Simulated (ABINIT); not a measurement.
Runs of ABINIT 10.8.3 (patched build) on TiC. Symmetry: Fm-3m, No. 225, cubic system. The conventional cell has a = 4.331 Å, b = 4.331 Å, c = 4.331 Å, α = 90.00°, β = 90.00°, γ = 90.00°. Ti (site symmetry m-3m) has 6 C at 2.17 Å as nearest neighbours. C (site symmetry m-3m) has 6 Ti at 2.17 Å as nearest neighbours. The cell is a database's computed one.

```tsv
task	level	potentials or basis	k mesh	cutoff (eV)	fine-grid cutoff	V0 of scaled cells (Å³/atom)	B0 (GPa)
equation of state	LDA	JTH PAW PBE v2.0	11 × 11 × 11	626	1224.51 eV	9.71	(c)
equation of state	PBE	JTH PAW PBE v2.0	11 × 11 × 11	626	1224.51 eV	10.19	251
equation of state	AM05	JTH PAW PBE v2.0	11 × 11 × 11	626	1224.51 eV	9.89	267
equation of state	PW91	JTH PAW PBE v2.0	11 × 11 × 11	626	1224.51 eV	(a)	251
equation of state	BLYP	JTH PAW PBE v2.0	11 × 11 × 11	626	1224.51 eV	(b)	228
equation of state	revPBE	JTH PAW PBE v2.0	11 × 11 × 11	626	1224.51 eV	10.33	242
equation of state	RPBE	JTH PAW PBE v2.0	11 × 11 × 11	626	1224.51 eV	10.38	239
equation of state	PBEsol	JTH PAW PBE v2.0	11 × 11 × 11	626	1224.51 eV	9.93	267
```

Alike in all rows: no spin polarisation; cell as given; smearing fermi-dirac 0.05 eV.

Problem. Fill in the values left out.

Solution. (a) 10.18; (b) 10.52; (c) 282.

Caveats: pressures at fixed basis lie under the slope of the energies; the PAW data sets were made with another functional, which shifts forces and pressure a little (some runs).
